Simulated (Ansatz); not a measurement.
# TaN under changes of volume

One of the cells (10.813 Å³/atom); the others are scaled copies at fixed shape and fractional positions:

```xyz
2
Lattice="0.0000 2.2113 2.2113 2.2113 0.0000 2.2113 2.2113 2.2113 0.0000" Properties=species:S:1:pos:R:3 pbc="T T T"
Ta    2.2113    2.2113    2.2113
N     0.0000    0.0000    0.0000
```

The cell comes from a database or a generator and needn't be the stable form of this composition.

| Item | Value |
| --- | --- |
| Program | Ansatz 0.2.0 |
| Functional | PBE |
| Potentials or basis | Ansatz PAW |
| Cutoff | 420 eV (not typed: the program's choice for these potentials) |
| k mesh | 10 × 10 × 10 |
| Occupations | fermi-dirac, width 0.05 eV |
| Spin | no spin polarisation |

```csv
volume (Å³/atom),energy over the lowest point (meV/atom),pressure (GPa)
10.164,38.51,21.7
10.381,?,?
10.597,2.71,5.5
10.813,0.00,-1.3
11.030,6.11,-7.5
11.246,20.02,-13.0
11.462,40.95,-17.9
```

Q: What does the run at 10.381 Å³/atom give?

A: Energy over the lowest point 15.17 meV/atom; pressure 13.1 GPa.

Worked out: A Birch-Murnaghan fit of order 3 (a polynomial in V^(-2/3)) to the other rows has its minimum at 10.77 Å³/atom with B0 = V·E''(V) = 330 GPa and B' = 4.4. It gives 15.11 meV/atom at 10.381 Å³/atom, against the run's 15.17, and -dE/dV = 13.1 GPa, against 13.1.

Energies are extrapolated to zero smearing.
